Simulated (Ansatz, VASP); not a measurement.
# One calculation of HfN, two programs

```
Hf N
1.0
     3.13391    0.00000    0.00000
    -1.56695    2.71404    0.00000
     0.00000    0.00000    5.41677
Hf N
2 2
Direct
  0.66667 0.33333 0.75000
  0.33333 0.66667 0.25000
  0.00000 0.00000 0.00000
  0.00000 0.00000 0.50000
```

Alike in both runs: task single point; functional PBE; k mesh 6 × 6 × 4; occupations tetrahedron; no spin polarisation.

|  | VASP | Ansatz |
| --- | --- | --- |
| version | VASP 6.6.1 | Ansatz 0.2.0 |
| potentials or method | VASP PAW PBE potentials, release 64 (Hf_pv, N) | scalar-relativistic, plane waves, PAW |
| plane-wave cutoff (eV) | 520 | 420 |
| valence electrons in the cell | 30 | 62 |

```csv
,VASP,Ansatz,Ansatz less VASP
gap on the k mesh at the Fermi level (eV),none,none,-
pressure (GPa),3.9,6.2,+2.32
largest component of the traceless stress (GPa),0.68,0.78,+0.103
```

A gap of «none» marks a metal or a gap that the smearing closes. The two sets of potentials don't hold the same shells in valence. Ansatz warned: «band_table_not_solved_further».

Caveats: the k mesh is coarse (spacing up to 0.39 Å⁻¹), so the values aren't converged; tetrahedron occupations give inexact forces and stress in metals. The runs have no spin-orbit coupling, so splittings on Hf are missing.
